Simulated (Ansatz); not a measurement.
Rock-salt NaBr, treated with PBE0 in Ansatz (PAW).

Settings: plane-wave cutoff 460 eV, 8×8×8 k mesh, Fermi–Dirac smearing 0.01 eV, scalar-relativistic PAW data made under PBE.

Computed at the level's own relaxed cell.

**Question.** Estimate the width of the whole s-p valence band, equilibrium lattice constant a, pressure derivative B′ of the bulk modulus, bulk modulus and equilibrium volume per atom that the calculation returns.

**Answer.** 
* **width of the whole s-p valence band**: 13.90 eV
* **equilibrium lattice constant a**: 5.987 Å
* **pressure derivative B′ of the bulk modulus**: 4.7
* **bulk modulus**: 20.6 GPa
* **equilibrium volume per atom**: 26.82 Å³/atom

Measured, for comparison: lattice constant a 5.926 Å, equilibrium volume per atom 26.01 Å³/atom (low temperature, zero-point motion not removed; as tabulated in Doll and Stoll (1998), arXiv:cond-mat/9801031); bulk modulus 22.6 GPa (4 K, zero-point motion not removed; as tabulated in Doll and Stoll (1998), arXiv:cond-mat/9801031). Computed (rounded) less measured: lattice constant a +1.0 %, bulk modulus -9 %, equilibrium volume per atom +3.1 %.

Spin–orbit coupling is not included.

The result took very roughly 9 core-minutes.

Ansatz is a quantum-chemistry and plane-wave program.
